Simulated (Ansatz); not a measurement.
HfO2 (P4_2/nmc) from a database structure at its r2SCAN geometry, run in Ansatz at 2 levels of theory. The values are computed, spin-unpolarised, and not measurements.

The HSE06 input:
```yaml
crystal:
  lattice:
    - [3.576692664, 0.0, 0.0]
    - [0.0, 3.576692664, 0.0]
    - [0.0, 0.0, 5.2022243965]
  atoms:
    - { symbol: Hf, position: [0.5, 0.5, 0.5] }
    - { symbol: Hf, position: [0.0, 0.0, 0.0] }
    - { symbol: O, position: [0.0, 0.5, 0.6962101057] }
    - { symbol: O, position: [0.5, 0.0, 0.8037898943] }
    - { symbol: O, position: [0.5, 0.0, 0.3037898943] }
    - { symbol: O, position: [0.0, 0.5, 0.1962101057] }
kpoints:
  mp_grid: { grid: [4, 4, 4] }
  band_path:
    path:
      - [0.0, 0.0, 0.0]
      - [0.0, 0.5, 0.0]
      - [0.5, 0.5, 0.0]
      - [0.0, 0.0, 0.5]
      - [0.0, 0.5, 0.5]
      - [0.5, 0.5, 0.5]
    npoints: 1
hamiltonian:
  xc: hse06
scf:
  occupations: { method: fixed }
  n_extra_bands: 5
output:
  forces: true
  stress: true
  eigenvalues: true
```

Main results, then, where recorded, the levels near the gap in eV from the Fermi energy (columns number the bands from 0), one row a point of the path (Γ, X, M, Z, R, A):
```
Crystal: 6 atoms, lattice volume = 66.551 Å³
Symmetry: 16 space group operations
Space group: P42/nmc (ITA 137)
```
```
Basis set: ecut = 420 eV, 1277 PW (Γ)
k-points: 18 of 64
Exchange kernel: α = 0.2500, screened, ω = 0.2079 Å⁻¹, Wigner–Seitz truncation, v(0) = 1029.0288 eV·Å³, q-mesh 4×4×4
hybrid outer 1: dexx = +4.327e-2 eV, tail = 2.05e-3 eV
hybrid outer 2: dexx = +4.597e-6 eV, tail = 2.88e-7 eV, Δε = 9.18e-3 eV, ΔF = 5.05e-3 eV/Å
hybrid outer 3: dexx = +6.055e-9 eV, tail = 3.45e-9 eV, Δε = 1.39e-4 eV, ΔF = 4.16e-5 eV/Å
hybrid SCF converged: 3 outer / 15 inner (+2 warm-up)
Free energy (F): -33723.411284 eV
Fermi energy:    13.817746 eV
--- Forces (eV/Å), atoms counted from 1 ---
  atom   1  Hf      0.00000      0.00000      0.00000
  atom   2  Hf      0.00000      0.00000      0.00000
  atom   3  O       0.00000      0.00000      0.04290
  atom   4  O       0.00000      0.00000    -0.04290
  atom   5  O       0.00000      0.00000    -0.04290
  atom   6  O       0.00000      0.00000      0.04290
--- Stress (GPa, compression-positive) ---
        0.012445       0.000000       0.000000
        0.000000       0.012445       0.000000
        0.000000       0.000000      -0.365612
  P = ⅓ Tr σ = -0.1136 GPa (-1.136 kbar)
```
```tsv
band_35	band_36	band_37	band_38	band_39	band_40
-0.173	-0.075	-0.075	6.369	6.424	7.641
-1.520	-0.182	-0.182	6.799	6.799	7.893
-0.825	-0.550	-0.550	7.466	7.466	7.940
-0.751	0.000	0.000	7.128	7.128	7.422
-1.510	-1.034	-1.034	6.964	6.964	7.368
-1.531	-0.037	-0.037	7.738	7.738	8.050
```

HSE06 gives an indirect gap of 6.37 eV, from Z to Γ; the least direct gap is 6.44 eV at Γ.

Q: In the first input these blocks are replaced (the band path and keys that only write files left aside):
```yaml
crystal:
  # lattice and atoms as above
  host: atoms
hamiltonian:
  xc:
    exchange: pbe
    correlation: pbe
    exx: { coeff: inverse_dielectric }
```
What comes out?

A:
```
ε∞ on k-mesh 4×4×2 of a primitive cell: xx 5.2491, yy 5.2491, zz 4.7189; 3/Tr ε∞, of that cell with its empty space = 0.19714752166738306
Basis set: ecut = 420 eV, 1277 PW (Γ)
k-points: 18 of 64
hybrid outer 1: dexx = +2.742e-2 eV, tail = 8.66e-4 eV
hybrid outer 2: dexx = +1.909e-6 eV, tail = 1.19e-7 eV, Δε = 6.28e-3 eV, ΔF = 3.82e-3 eV/Å
hybrid outer 3: dexx = +1.604e-9 eV, tail = 8.47e-10 eV, Δε = 7.31e-5 eV, ΔF = 2.97e-5 eV/Å
hybrid SCF converged: 3 outer / 15 inner (+2 warm-up)
Free energy (F): -33719.919209 eV
Fermi energy:    13.748126 eV
--- Forces (eV/Å), atoms counted from 1 ---
  atom   1  Hf      0.00000      0.00000      0.00000
  atom   2  Hf      0.00000      0.00000      0.00000
  atom   3  O       0.00000      0.00000      0.05109
  atom   4  O       0.00000      0.00000    -0.05109
  atom   5  O       0.00000      0.00000    -0.05109
  atom   6  O       0.00000      0.00000      0.05109
--- Stress (GPa, compression-positive) ---
        1.311460       0.000000       0.000000
        0.000000       1.311460       0.000000
        0.000000       0.000000       0.926122
  P = ⅓ Tr σ = 1.1830 GPa (11.830 kbar)
```
```tsv
band_35	band_36	band_37	band_38	band_39	band_40
-0.165	-0.073	-0.073	6.610	6.655	7.868
-1.499	-0.181	-0.181	7.034	7.034	8.121
-0.824	-0.549	-0.549	7.705	7.705	8.152
-0.737	0.000	0.000	7.352	7.352	7.651
-1.487	-1.017	-1.017	7.193	7.193	7.594
-1.525	-0.034	-0.034	7.957	7.957	8.281
```
The DDH-PBE0 gap is indirect, 6.61 eV (Z to Γ), below the direct gap of 6.68 eV at Γ. The mean pressure at these positions is +1.2 GPa, compression counted positive. The stress of a hybrid is loosely converged here.

Totals of different functionals can't be compared.

Spin-orbit coupling is left out.

The meshes of the hybrids are coarse, so their gaps aren't converged to the digits shown.
